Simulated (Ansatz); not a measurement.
# ZrO2 (fluorite): response to moved atoms and strain

How does ZrO2 (fluorite) push back when it is distorted? Each run changes the relaxed cell in one way.

Computed with Ansatz 0.2.0 (DFT PBEsol, scalar-relativistic, plane waves, PAW, unless a step's input says otherwise).

## Step 1: The structure to begin with

Symmetry: Fm-3m, No. 225, cubic system. The conventional cell has a = 5.064 Å, b = 5.064 Å, c = 5.064 Å, α = 90.00°, β = 90.00°, γ = 90.00°. Zr (site symmetry m-3m) is surrounded by 8 O at 2.19 Å. O (site symmetry -43m) is surrounded by 4 Zr at 2.19 Å.

Structure file:

```
CELL_PARAMETERS angstrom
0.00000 2.53202 2.53202
2.53202 0.00000 2.53202
2.53202 2.53202 0.00000
ATOMIC_POSITIONS crystal
Zr 0.00000 0.00000 0.00000
O 0.25000 0.25000 0.25000
O 0.75000 0.75000 0.75000
```

An earlier run at PBEsol left this cell at 10.822 Å³/atom and 0.00 GPa (10×10×10 mesh).

The changes: atom 1 (Zr) moved 0.05 Å along y; strain e1 = +0.02, atoms carried along.

## Step 2: Atom 1 (Zr) moved 0.05 Å along y

The input, input.yaml:

```yaml
crystal:
  lattice:
    - [0.0, 2.5320217208, 2.5320217208]
    - [2.5320217208, 0.0, 2.5320217208]
    - [2.5320217208, 2.5320217208, 0.0]
  atoms:
    - { symbol: Zr, position: [0.009873533, -0.009873533, 0.009873533] }
    - { symbol: O, position: [0.25, 0.25, 0.25] }
    - { symbol: O, position: [0.75, 0.75, 0.75] }
basis:
  ecutwfc: 420
  ecutrho_ratio: 4
kpoints:
  mp_grid: { grid: [10, 10, 10] }
hamiltonian:
  xc: pbesol
scf:
  occupations: { method: gaussian, width: 0.05 }
output:
  forces: true
  stress: true
  eigenvalues: true
```

Output, shortened:

```text
Warning: RAYON_NUM_THREADS=4 ignored (pool sized by the plan → 4); use --threads N
[...]
Pseudopotentials: kind: paw
Pseudopotential: Zr, paw, valence charge 12, recommended cutoff 420 eV (normal), Zr.paw.azcp
Pseudopotential: O, paw, valence charge 6, recommended cutoff 420 eV (normal), O.paw.azcp
Functional definition: PBEsol
[...]
Crystal: 3 atoms, lattice volume = 32.466 Å³
Basis set: ecut = 420 eV, 609 PW (Γ), exchange–correlation on 48×48×48 points (8 copies of the dense FFT grid, shifted against one another)
Bands: 16, of which v1, the nominal top of the filled ones, is band 12 counted from 1 (11 counted from 0)
Symmetry: 8 space group operations
Space group: I4mm (ITA 107), of the structure as read, at distance tolerance 3.2e-5 Å
k-points: 102 of 1000 (time reversal used)
[...]
SCF iter   1: F=—  HF=-5255.639966 eV  |F-HF|=—  |Δ(HF+E_count)|=         —  Δρ=1.66e-2  dr2=7.17e-2  ethr=1.77e-3  ⟨swp⟩=5.7  Hψ=7587  notcnv=0
[...]
SCF iter   6: F=-5255.621689 eV  HF=-5255.621689 eV  |F-HF|=2.83e-9  |Δ(HF+E_count)|=   5.76e-8  Δρ=5.88e-6  dr2=4.11e-9  ethr=4.17e-10  ⟨swp⟩=5.6  Hψ=7384  notcnv=0
[...]
SCF converged after 6 iterations
Free energy (F): -5255.621689 eV
[...]
E sigma→0 (E₀):  -5255.621689 eV
Fermi energy:    13.935884 eV
[...]
--- Forces (eV/Å), atoms counted from 1 ---
  atom   1  Zr     0.00000000    -0.27004558     0.00000000
  atom   2  O      0.00000000     0.13501988     0.00000000
  atom   3  O      0.00000000     0.13501988    -0.00000000
[...]
--- Stress (GPa, compression-positive) ---
        0.295635       0.000000       0.000000
        0.000000       0.252072       0.000000
        0.000000       0.000000       0.295635
  P = ⅓ Tr σ = 0.2811 GPa (2.811 kbar)
--- Band table (eV; the first three rows and the last of 102) ---
  k-point 0: bands = ["-35.6056", "-13.4686", "-13.4680", "-13.4680", "-5.9500", "-3.2898", "6.8949", "6.8949", "6.8982", "11.6783", "11.7141", "11.7141", "15.5956", "15.6555", "18.7417", "21.8333"]
[...]
```

Wall time 2.1 s (4 threads of an Arm CPU, shared host); peak memory 0.38 GiB.

This gives: volume 10.822 Å³/atom, pressure 0.28 GPa, gap on the mesh 3.32 eV.

Forces on the atoms, as numbers:

```tsv
atom	x (eV/Å)	y (eV/Å)	z (eV/Å)
Zr1	0.000	-0.270	0.000
O2	0.000	0.135	0.000
O3	0.000	0.135	0.000
```

## Step 3: Strain e1 = +0.02, atoms carried along

Edit input.yaml of step 2 so:

```diff
@@ -3,6 +3,6 @@
     - [0.0, 2.5320217208, 2.5320217208]
-    - [2.5320217208, 0.0, 2.5320217208]
-    - [2.5320217208, 2.5320217208, 0.0]
+    - [2.5826621552, 0.0, 2.5320217208]
+    - [2.5826621552, 2.5320217208, 0.0]
   atoms:
-    - { symbol: Zr, position: [0.009873533, -0.009873533, 0.009873533] }
+    - { symbol: Zr, position: [0.0, 0.0, 0.0] }
     - { symbol: O, position: [0.25, 0.25, 0.25] }
```

Output, shortened:

```text
Warning: RAYON_NUM_THREADS=4 ignored (pool sized by the plan → 4); use --threads N
[...]
[... 4 set-up lines as earlier in the session ...]
[...]
Crystal: 3 atoms, lattice volume = 33.116 Å³
Basis set: ecut = 420 eV, 625 PW (Γ), exchange–correlation on 48×50×50 points (8 copies of the dense FFT grid, shifted against one another)
Bands: 16, of which v1, the nominal top of the filled ones, is band 12 counted from 1 (11 counted from 0)
Symmetry: 16 space group operations
Space group: I4/mmm (ITA 139), of the structure as read, at distance tolerance 3.2e-5 Å
k-points: 102 of 1000
[...]
SCF iter   1: F=—  HF=-5255.624839 eV  |F-HF|=—  |Δ(HF+E_count)|=         —  Δρ=1.64e-2  dr2=7.23e-2  ethr=1.77e-3  ⟨swp⟩=5.6  Hψ=7559  notcnv=0
[...]
SCF iter   6: F=-5255.606681 eV  HF=-5255.606681 eV  |F-HF|=3.52e-9  |Δ(HF+E_count)|=   4.37e-8  Δρ=5.52e-6  dr2=3.38e-9  ethr=4.17e-10  ⟨swp⟩=5.5  Hψ=7413  notcnv=0
[...]
SCF converged after 6 iterations
Free energy (F): -5255.606681 eV
[...]
E sigma→0 (E₀):  -5255.606681 eV
Fermi energy:    13.566108 eV
[...]
--- Forces (eV/Å), atoms counted from 1 ---
  atom   1  Zr    -0.00000000    -0.00000000     0.00000000
  atom   2  O      0.00000000    -0.00000000    -0.00000000
  atom   3  O      0.00000000     0.00000000     0.00000000
[...]
--- Stress (GPa, compression-positive) ---
      -10.535288       0.000000      -0.000000
        0.000000      -1.961120       0.000000
       -0.000000       0.000000      -1.961120
  P = ⅓ Tr σ = -4.8192 GPa (-48.192 kbar)
--- Band table (eV; the first three rows and the last of 102) ---
  k-point 0: bands = ["-36.0290", "-13.8878", "-13.8878", "-13.8810", "-6.1788", "-3.5761", "6.6804", "6.6804", "6.7030", "11.2383", "11.4899", "11.4899", "15.1144", "15.3104", "18.2897", "21.2713"]
[...]
```

Run time: 1.4 s. Hardware: 4 threads of an Arm CPU, shared host; peak memory 0.36 GiB.

Read off: volume 11.039 Å³/atom, pressure -4.82 GPa, mesh gap 3.10 eV.

## Step 4: Results

| change | change of free energy (meV/atom) | largest force (eV/Å) | largest change of stress (GPa) |
| --- | --- | --- | --- |
| atom 1 (Zr) moved 0.05 Å along y | 2.23 | 0.270 | 0.29 |
| strain e1 = +0.02, atoms carried along | 7.23 | 0.000 | 10.54 |

Moving atom 1 by 0.05 Å meets a restoring force of 0.270 eV/Å along the move, a force constant of about 5.4 eV/Å². The strain e1 = +0.02 changes that stress component by -10.54 GPa (compression positive), a ratio of 527 GPa; that is a secant over a finite strain with the atoms carried along, not the elastic constant. Not one of these changes lowers the energy.
